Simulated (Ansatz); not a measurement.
# Zone-centre phonons of CsI at 40 GPa: input and output

These are results of Ansatz 0.2.0, DFT PBEsol, scalar-relativistic, plane waves, PAW, not measurements.

Launched with:
```bash
ansatz run input.yaml --threads 1 --pin off --max-ram 1228MiB --backend cpu --events-out ev --progress --plain --runs-dir out
```

Input (bare energies are in eV):
```yaml
crystal:
  lattice:
    - [3.6543643405, 0.0, 0.0]
    - [0.0, 3.6543643405, 0.0]
    - [0.0, 0.0, 3.6543643405]
  atoms:
    - { symbol: Cs, position: [0.0, 0.0, 0.0] }
    - { symbol: I, position: [0.5, 0.5, 0.5] }
basis:
  ecutwfc: 420
kpoints:
  mp_grid: { grid: [8, 8, 8] }
hamiltonian:
  xc: pbesol
scf:
  occupations: { method: fixed }
output:
  eigenvalues: true
phonons:
  method: dfpt
  dielectric: true
  rigid_motions: translations
  eigenvectors: true
```

Results section of the output:
```
--- Phonons (Γ-DFPT): 2 representative perturbations + reference, on 75 of 512 k-points (Σ response iterations 6) ---
  k mesh reduced under 8 symmetry operations, with k and −k counted as one. Each operation leaves every solved perturbation unchanged. A smaller set is not considered because the run solves the response ...
  ASR residual: 6.537e-5 → 0.000e0 eV/Å²; symmetrization residual: 1.271e-5 eV/Å²
  ASR residual per site (eV/Å²): 6.54e-5 5.43e-5
  Γ frequencies (cm⁻¹): 0.00 0.00 0.00 192.61 192.61 192.61
  ε∞ (high-frequency dielectric tensor):
        7.065993     0.000000     0.000000
        0.000000     7.065993     0.000000
        0.000000     0.000000     7.065993
  ε⁰ (static dielectric tensor: ions relaxed, cell fixed):
        8.059950     0.000000     0.000000
        0.000000     8.059950     0.000000
        0.000000     0.000000     8.059950
  ε⁰ − ε∞ (ionic part):
        0.993957     0.000000     0.000000
        0.000000     0.993957     0.000000
        0.000000     0.000000     0.993957
  softest optical mode at Γ: 192.61 cm⁻¹; the repairs (sum rule, projections) moved no ω² at Γ by more than (0.55 cm⁻¹)²
  Born effective charges Z* (e; rows j = field, columns β = displacement):
    site 0:
         1.54084    0.00000    0.00000
        -0.00000    1.54084    0.00000
         0.00000   -0.00000    1.54084
    site 1:
        -1.54084   -0.00000    0.00000
         0.00000   -1.54084    0.00000
         0.00000    0.00000   -1.54084
  Z* charge neutrality: 1.423e-3 e pre-enforcement
  solved inside a basis spanned on kpoints, on 14×14×14 k-points, which do not settle them: ε∞ is read to err by 4.5e-2, Z* by 1.9e-2 e (field_mesh: kpoints solves on kpoints); Z* is corrected for what the basis lacks
  optical modes at Γ without the LO–TO term, one row a degenerate level:
      ω (cm⁻¹) modes IR ((D/Å)²/amu)
        192.61      3             2.5313
  optical modes at Γ + LO–TO along q̂ = [1.0000, 0.0000, 0.0000]:
      ω (cm⁻¹) modes IR ((D/Å)²/amu)
        192.61      2             1.6875
        205.71      1             0.8438
  optical modes at Γ + LO–TO along q̂ = [0.0000, 1.0000, 0.0000]:
      ω (cm⁻¹) modes IR ((D/Å)²/amu)
        192.61      2             1.6875
        205.71      1             0.8438
  optical modes at Γ + LO–TO along q̂ = [0.0000, 0.0000, 1.0000]:
      ω (cm⁻¹) modes IR ((D/Å)²/amu)
        192.61      2             1.6875
        205.71      1             0.8438
```

The run took 67 s on 1 thread of Intel(R) Xeon(R) Platinum 8259CL CPU @ 2.50GHz (Skylake/Cascade Lake) (shared host), peak memory 0.67 GiB.

Spin–orbit coupling is left out, which matters for heavy elements. Other phases may be more stable at this pressure. The run warned that the response to a field isn't converged on this k mesh, and the frequencies, which stand on the same mesh, can be rough too.